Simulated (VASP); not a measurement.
# Zr (Im-3m) in VASP: a series of runs, part 2 of 2

VASP 6.6.1. The steps go on from the part before.

## 4. Band structure, SCAN

INCAR

```
PREC = Accurate
ENCUT = 520
EDIFF = 1E-6
ISMEAR = -1
SIGMA = 0.05
LREAL = False
LASPH = True
NELM = 60
ALGO = Normal
ISIF = 2
LWAVE = False
LCHARG = False
LMAXMIX = 4
METAGGA = SCAN
LMIXTAU = True
```

KPOINTS

```
regular mesh
0
Gamma
  10 10 10
```

POSCAR

```
Zr
1.0
   -1.8100000000      1.8100000000      1.8100000000
    1.8100000000     -1.8100000000      1.8100000000
    1.8100000000      1.8100000000     -1.8100000000
Zr
1
Direct
    0.0000000000      0.0000000000      0.0000000000
```

KPOINTS_OPT

```
path GHNGPH,PN
15
line-mode
reciprocal
 0.0000000000  0.0000000000  0.0000000000  G
 0.5000000000 -0.5000000000  0.5000000000  H

 0.5000000000 -0.5000000000  0.5000000000  H
 0.0000000000  0.0000000000  0.5000000000  N

 0.0000000000  0.0000000000  0.5000000000  N
 0.0000000000  0.0000000000  0.0000000000  G

 0.0000000000  0.0000000000  0.0000000000  G
 0.2500000000  0.2500000000  0.2500000000  P

 0.2500000000  0.2500000000  0.2500000000  P
 0.5000000000 -0.5000000000  0.5000000000  H

 0.2500000000  0.2500000000  0.2500000000  P
 0.0000000000  0.0000000000  0.5000000000  N
```

The run is started by

```console
cat potpaw_PBE.64/Zr_sv/POTCAR > POTCAR
mpirun -np 1 vasp_std > vasp.out
```

It took 66 s on 1 thread of Intel Xeon 6975P-C (Granite Rapids), shared host; peak memory 0.15 GiB.

It converged, with:

- Free energy: -30.5932 eV
- Pressure: -3.7 GPa
- Band gap along the path: none (metal or under the smearing width)

Levels at the corners of the path, in eV from the Fermi level:
```tsv
point	band 3	band 4	band 5	band 6	band 7	band 8	band 9	band 10
Γ	-27.13	-27.13	-5.66	1.19	1.19	1.19	3.72	3.72
H	-27.78	-27.78	-2.59	-2.59	5.77	5.77	5.77	7.41
H	-27.78	-27.78	-2.59	-2.59	5.77	5.77	5.77	7.41
N	-27.43	-27.13	-2.89	-0.66	1.42	3.69	4.37	6.47
N	-27.43	-27.13	-2.89	-0.66	1.42	3.69	4.37	6.47
Γ	-27.13	-27.13	-5.66	1.19	1.19	1.19	3.72	3.72
Γ	-27.13	-27.13	-5.66	1.19	1.19	1.19	3.72	3.72
P	-27.60	-27.60	-0.61	-0.61	-0.61	4.50	4.50	7.57
P	-27.60	-27.60	-0.61	-0.61	-0.61	4.50	4.50	7.57
H	-27.78	-27.78	-2.59	-2.59	5.77	5.77	5.77	7.41
P	-27.60	-27.60	-0.61	-0.61	-0.61	4.50	4.50	7.57
N	-27.43	-27.13	-2.89	-0.66	1.42	3.69	4.37	6.47
```

Caveat: the PAW data sets were made with another functional, which shifts forces and pressure a little.

## 5. Band structure, SCAN, spin-orbit coupling, no magnetisation

INCAR

```
ALGO = Normal
EDIFF = 1E-6
ENCUT = 520
GGA_COMPAT = F
ISIF = 2
ISMEAR = -1
LASPH = T
LCHARG = F
LMAXMIX = 4
LMIXTAU = T
LNONCOLLINEAR = T
LORBIT = 11
LREAL = F
LSORBIT = T
LWAVE = F
MAGMOM = 0 0 0
METAGGA = SCAN
NBANDS = 23
NELM = 60
PREC = Accurate
SIGMA = 0.05
```

KPOINTS

```
k-points
0
Gamma
  7 7 7
```

POSCAR is that of step 4.

Edit KPOINTS_OPT of step 4 so:

```diff
@@ -1,3 +1,3 @@
 path GHNGPH,PN
-15
+10
 line-mode
```

Potentials or basis: VASP PAW PBE potentials, release 64 (Zr_sv).

The run is started by

```console
cat potpaw_PBE.64/Zr_sv/POTCAR > POTCAR
mpirun -np 1 vasp_ncl > vasp.out
```

OUTCAR:

```text
EDIFF = 1E-6
   ENCUT = 520
   ISIF = 2
   ISMEAR = -1
   LASPH = T
   LNONCOLLINEAR = T
   LORBIT = 11
   LREAL = F
   LSORBIT = T
   METAGGA = SCAN
   NELM = 60
   PREC = Accurate

 ion  position               nearest neighbor table
   1  0.000  0.000  0.000-

  LATTYP: Found a body centered cubic cell.
 ALAT       =     3.6200000000

  Lattice vectors:

 A1 = (  -1.8100000000,   1.8100000000,   1.8100000000)
 A2 = (   1.8100000000,  -1.8100000000,   1.8100000000)
 A3 = (   1.8100000000,   1.8100000000,  -1.8100000000)

Analysis of symmetry for initial positions (statically):
=====================================================================
 Subroutine PRICEL returns:
 Original cell was already a primitive cell.

 Routine SETGRP: Setting up the symmetry group for a
 body centered cubic supercell.

 Subroutine GETGRP returns: Found 48 space group operations
 (whereof 48 operations were pure point group operations)
 out of a pool of 48 trial point group operations.

The static configuration has the point symmetry O_h .

[... 711 lines left out ...]
  energy-cutoff  :      520.00
  volume of cell :       23.72
      direct lattice vectors                 reciprocal lattice vectors
    -1.810000000  1.810000000  1.810000000     0.000000000  0.276243094  0.276243094
     1.810000000 -1.810000000  1.810000000     0.276243094  0.000000000  0.276243094
     1.810000000  1.810000000 -1.810000000     0.276243094  0.276243094  0.000000000

 POSITION                                       TOTAL-FORCE (eV/Angst)
 -----------------------------------------------------------------------------------
      0.00000      0.00000      0.00000        -0.000000     -0.000000      0.000000
 -----------------------------------------------------------------------------------
    total drift:                                0.000000      0.000000      0.000000

  FREE ENERGIE OF THE ION-ELECTRON SYSTEM (eV)
  ---------------------------------------------------
  free  energy   TOTEN  =       -30.6194567379 eV

  energy  without entropy=      -30.5884368921  energy(sigma->0) =      -30.60394681

 Spin-Orbit-Coupling matrix elements

 Ion:    1  E_soc:     -0.1373183
 l=   1
     0.0000000    -0.0221880    -0.0221880
    -0.0221880     0.0000000    -0.0221880
    -0.0221880    -0.0221880     0.0000000
 l=   2
     0.0000000    -0.0001274     0.0000000    -0.0001274    -0.0005709
    -0.0001274     0.0000000    -0.0004282    -0.0001274    -0.0001427
     0.0000000    -0.0004282     0.0000000    -0.0004282     0.0000000
    -0.0001274    -0.0001274    -0.0004282     0.0000000    -0.0001427
    -0.0005709    -0.0001427     0.0000000    -0.0001427     0.0000000
 l=   3
     0.0000000     0.0000000     0.0000000     0.0000000     0.0000000     0.0000000     0.0000000
     0.0000000     0.0000000     0.0000000     0.0000000     0.0000000     0.0000000     0.0000000
     0.0000000     0.0000000     0.0000000     0.0000000     0.0000000     0.0000000     0.0000000
     0.0000000     0.0000000     0.0000000     0.0000000     0.0000000     0.0000000     0.0000000
     0.0000000     0.0000000     0.0000000     0.0000000     0.0000000     0.0000000     0.0000000
     0.0000000     0.0000000     0.0000000     0.0000000     0.0000000     0.0000000     0.0000000
     0.0000000     0.0000000     0.0000000     0.0000000     0.0000000     0.0000000     0.0000000

 total charge

# of ion       s       p       d       tot
------------------------------------------
    1        2.215   5.954   1.603   9.772

 magnetization (x)

# of ion       s       p       d       tot
------------------------------------------
    1       -0.000   0.000   0.000   0.000

 magnetization (y)

# of ion       s       p       d       tot
------------------------------------------
    1        0.000   0.000  -0.000   0.000

 magnetization (z)

# of ion       s       p       d       tot
------------------------------------------
    1       -0.000  -0.000  -0.000  -0.000
```

Wall time 3.9 min (1 thread of Intel Xeon 6975P-C (Granite Rapids), shared host); peak memory 0.23 GiB.

What came out:

- Free energy: -30.6195 eV
- Pressure: -2.2 GPa
- Valence electrons inside the program's atomic spheres: Zr 9.77

Caveat: the PAW data sets were made with another functional, which shifts forces and pressure a little.

## 6. Band structure, rSCAN

INCAR

```
SYSTEM = Zr
ALGO = Normal ; EDIFF = 1E-6
ENCUT = 520 ; ISIF = 2
ISMEAR = -1 ; LASPH = .True.
LCHARG = .False. ; LMAXMIX = 4
LMIXTAU = .True. ; LREAL = .False.
LWAVE = .False. ; METAGGA = RSCAN
NELM = 80 ; PREC = Accurate
SIGMA = 0.05
```

KPOINTS

```
k-points
0
Gamma
  10 10 10
  0 0 0
```

POSCAR is that of step 5.

Edit KPOINTS_OPT of step 5 so:

```diff
@@ -1,3 +1,3 @@
 path GHNGPH,PN
-10
+20
 line-mode
```

Potentials or basis: VASP PAW PBE potentials, release 64 (Zr_sv).

The run is started by

```console
cat potpaw_PBE.64/Zr_sv/POTCAR > POTCAR
mpirun -np 1 vasp_std > vasp.out
```

OUTCAR:

```text
SYSTEM = Zr
   EDIFF = 1E-6
   ENCUT = 520
   ISIF = 2
   ISMEAR = -1
   LASPH = .True.
   LREAL = .False.
   METAGGA = RSCAN
   NELM = 80
   PREC = Accurate

 ion  position               nearest neighbor table
   1  0.000  0.000  0.000-

  LATTYP: Found a body centered cubic cell.
 ALAT       =     3.6200000000

  Lattice vectors:

 A1 = (  -1.8100000000,   1.8100000000,   1.8100000000)
 A2 = (   1.8100000000,  -1.8100000000,   1.8100000000)
 A3 = (   1.8100000000,   1.8100000000,  -1.8100000000)

Analysis of symmetry for initial positions (statically):
[... 483 lines left out ...]
      5       5.4184      2.00000
      6       8.6609      0.11326
      7       8.7421      0.02337
      8      11.0951      0.00000
      9      12.3504      0.00000
     10      13.0026      0.00000

 [... further k-points ...]
[... 5 lines left out ...]
  --------------------------------------------------------------------------------------
  -------------------------------------------------------------------------------------
  Total       -0.4766477     -0.4766477     -0.4766477     -0.0000000     -0.0000000      0.0000000
  in kB      -32.1967737    -32.1967737    -32.1967737     -0.0000000     -0.0000000      0.0000000
  external PRESSURE =     -32.1967737 kB  Pullay stress =       0.0000000 kB

 VOLUME and BASIS-vectors are now :
 -----------------------------------------------------------------------------
  energy-cutoff  :      520.00
  volume of cell :       23.72
      direct lattice vectors                 reciprocal lattice vectors
    -1.810000000  1.810000000  1.810000000     0.000000000  0.276243094  0.276243094
     1.810000000 -1.810000000  1.810000000     0.276243094  0.000000000  0.276243094
     1.810000000  1.810000000 -1.810000000     0.276243094  0.276243094  0.000000000

 POSITION                                       TOTAL-FORCE (eV/Angst)
 -----------------------------------------------------------------------------------
      0.00000      0.00000      0.00000         0.000000      0.000000     -0.000000
 -----------------------------------------------------------------------------------
    total drift:                                0.000000     -0.000000     -0.000000

  FREE ENERGIE OF THE ION-ELECTRON SYSTEM (eV)
  ---------------------------------------------------
  free  energy   TOTEN  =       -35.3331561128 eV

  energy  without entropy=      -35.3178429956  energy(sigma->0) =      -35.32549955
```

OSZICAR:

```text
N       E                     dE             d eps       ncg     rms          rms(c)
DAV:   1     0.583197592856E+02    0.58320E+02   -0.70819E+03   940   0.122E+03
DAV:   2    -0.382291856102E+02   -0.96549E+02   -0.94579E+02  1006   0.315E+02
DAV:   3    -0.420840138140E+02   -0.38548E+01   -0.37356E+01  1428   0.520E+01
[... 37 lines left out ...]
DAV:   8    -0.792083977155E+04   -0.24621E-06      606
       N       E                     dE             ncg
DAV:   1     0.928244050430E+04   -0.15870E+05      520
DAV:   2     0.690765938860E+04   -0.23748E+04      554
DAV:   3     0.683260747346E+04   -0.75052E+02      778
DAV:   4     0.683033744982E+04   -0.22700E+01      712
DAV:   5     0.683029026841E+04   -0.47181E-01      732
DAV:   6     0.683028964391E+04   -0.62450E-03      730
DAV:   7     0.683028963859E+04   -0.53211E-05      730
DAV:   8     0.683028963837E+04   -0.21983E-06      464
```

stdout:

```text
POSCAR found type information on POSCAR Zr
 POSCAR found :  1 types and       1 ions
 scaLAPACK will be used
 -----------------------------------------------------------------------------
|                                                                             |
|                                                                             |
|     You enforced a specific xc type in the INCAR file but a different       |
|     I HOPE YOU KNOW WHAT YOU ARE DOING!                                     |
|                                                                             |
 -----------------------------------------------------------------------------

 LDA part: xc-table for (None), standard interpolation
 POSCAR, INCAR and KPOINTS ok, starting setup
 FFT: planning ... GRIDC
 FFT: planning ... GRID_SOFT
 FFT: planning ... GRID
 WAVECAR not read
 entering main loop
 Start KPOINTS_OPT (optional k-point list driver)
k-point batch [1-47\120]
k-point batch [48-94\120]
k-point batch [95-120\120]
```

It took 42 s on 1 thread of Intel Xeon 6975P-C (Granite Rapids), shared host; peak memory 0.16 GiB.

Results:

```yaml
Free_energy: -35.3332 eV
Pressure: -3.2 GPa
Band_gap_along_the_path: none (metal or under the smearing width)
```

Levels at the corners of the path, in eV from the Fermi level:
```
point  band 2  band 3  band 4  band 5  band 6  band 7  band 8  band 9  band 10
    Γ  -27.11  -27.11  -27.11   -5.68    1.22    1.22    1.22    3.71     3.71
    H  -27.76  -27.76  -27.76   -2.65   -2.65    5.71    5.71    5.71     7.60
    H  -27.76  -27.76  -27.76   -2.65   -2.65    5.71    5.71    5.71     7.60
    N  -28.06  -27.41  -27.12   -2.89   -0.63    1.40    3.71    4.38     6.37
    N  -28.06  -27.41  -27.12   -2.89   -0.63    1.40    3.71    4.38     6.37
    Γ  -27.11  -27.11  -27.11   -5.68    1.22    1.22    1.22    3.71     3.71
    Γ  -27.11  -27.11  -27.11   -5.68    1.22    1.22    1.22    3.71     3.71
    P  -27.59  -27.59  -27.59   -0.62   -0.62   -0.62    4.50    4.50     7.91
    P  -27.59  -27.59  -27.59   -0.62   -0.62   -0.62    4.50    4.50     7.91
    H  -27.76  -27.76  -27.76   -2.65   -2.65    5.71    5.71    5.71     7.60
    P  -27.59  -27.59  -27.59   -0.62   -0.62   -0.62    4.50    4.50     7.91
    N  -28.06  -27.41  -27.12   -2.89   -0.63    1.40    3.71    4.38     6.37
```

Caveat: the PAW data sets were made with another functional, which shifts forces and pressure a little.

## 7. Overview

| level | spin | k mesh | pressure (GPa) |
| --- | --- | --- | --- |
| r2SCAN | off | 10 × 10 × 10 | -2.7 |
| r2SCAN | SOC, no magnetisation | 7 × 7 × 7 | -0.9 |
| SCAN | off | 10 × 10 × 10 | -3.7 |
| SCAN | SOC, no magnetisation | 7 × 7 × 7 | -2.2 |
| rSCAN | off | 10 × 10 × 10 | -3.2 |

Alike in all rows: task band structure; potentials or basis VASP PAW PBE potentials, release 64 (Zr_sv); cell as given; cutoff (eV) 520; smearing fermi-dirac 0.05 eV.

The pressure there spans -3.7 GPa (SCAN) to -0.9 GPa (r2SCAN); a positive pressure means that this level wants a larger cell, a negative one a smaller.

Caveats: the PAW data sets were made with another functional, which shifts forces and pressure a little.

Absolute energies hang on the potentials; compare differences alone.
